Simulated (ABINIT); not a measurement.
Au, 1 atom in the cell. The structure is cubic, space group Fm-3m (No. 225). The conventional cell has a = 4.070 Å, b = 4.070 Å, c = 4.070 Å, α = 90.00°, β = 90.00°, γ = 90.00°. Au (site symmetry m-3m) has 12 Au at 2.88 Å as nearest neighbours. 

| Property | Result |
| --- | --- |
| Program | ABINIT 10.8.3 (patched build) |
| Task | equation of state |
| Functional | PBE |
| Potentials or basis | JTH PAW PBE v2.0 |
| Cutoff | 544 eV |
| k mesh | 11 × 11 × 11 |
| Occupations | fermi-dirac, width 0.05 eV |
| Spin | no spin polarisation |
| Fine-grid cutoff | 1088.46 eV |

Potentials or basis: JTH PAW PBE v2.0.

Command:

```bash
$ abinit run.abi > log 2>&1
```

Hardware: 1 thread of Arm Neoverse V1, with other jobs on the host.

Task: Estimate the wall time of this run.

Result: It took 81 s on 1 thread of Arm Neoverse V1, on a shared host, peak memory 0.13 GiB. Counts: scf iterations 96, mpi ranks 1, k points 56, bands 10, plane waves 470.
